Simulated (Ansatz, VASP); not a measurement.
# BaTe in VASP and in Ansatz

File INCAR:

```
SYSTEM = BaTe
  PREC = Accurate
  ENCUT = 520
  EDIFF = 1E-6
  ISMEAR = -1
  SIGMA = 0.03
  LREAL = .False.
  LASPH = .True.
  NELM = 80
  ALGO = Normal
  ISIF = 2
  LWAVE = .False.
  LCHARG = .False.
  GGA = PE
  NBANDS = 15
```

The input KPOINTS:

```
regular mesh
0
Gamma
  9 9 9
  0 0 0
```

The input POSCAR:

```
BaTe
1.0
    0.0000000000      3.5319393765      3.5319393765
    3.5319393765      0.0000000000      3.5319393765
    3.5319393765      3.5319393765      0.0000000000
Ba Te
1 1
Direct
    0.0000000000      0.0000000000      0.0000000000
    0.5000000000      0.5000000000      0.5000000000
```

Input for Ansatz:

```yaml
crystal:
  lattice:
    - [0.0, 3.5319393765, 3.5319393765]
    - [3.5319393765, 0.0, 3.5319393765]
    - [3.5319393765, 3.5319393765, 0.0]
  atoms:
    - { symbol: Ba, position: [0.0, 0.0, 0.0] }
    - { symbol: Te, position: [0.5, 0.5, 0.5] }
kpoints:
  mp_grid: { grid: [9, 9, 9] }
scf:
  occupations: { method: fermi_dirac, width: 0.03 }
hamiltonian:
  xc: pbe
  pseudopotentials: { kind: all_electron, lapw: { basis_error: 0.03 } }
output:
  forces: true
  stress: true
  eigenvalues: true
```

Alike in both runs: task single point; functional PBE; k mesh 9 × 9 × 9; occupations fermi-dirac, width 0.03 eV; no spin polarisation.

|  | VASP | Ansatz |
| --- | --- | --- |
| version | VASP 6.6.1 | Ansatz 0.2.0 |
| potentials or method | VASP PAW PBE potentials, release 64 (Ba_sv, Te) | all-electron LAPW, scalar-relativistic |
| plane-wave cutoff (eV) | 520 | see its input |

VASP gave:

| Property | Result |
| --- | --- |
| gap on the k mesh at the Fermi level (eV) | 1.61 |
| pressure (GPa) | 0.3 |

**Question.** Estimate Ansatz's values.

**Answer.** gap on the k mesh at the Fermi level (eV): 1.68; pressure (GPa): 0.1.

Ansatz ran all-electron here, so the differences hold the error of VASP's frozen core and of both bases.

Caveats: spin-orbit coupling is left out, which moves the levels of the heavy elements; an odd mesh through Γ misses points on the zone boundary, where band edges often lie. As with any semilocal functional, this PBE gap is likely too small.
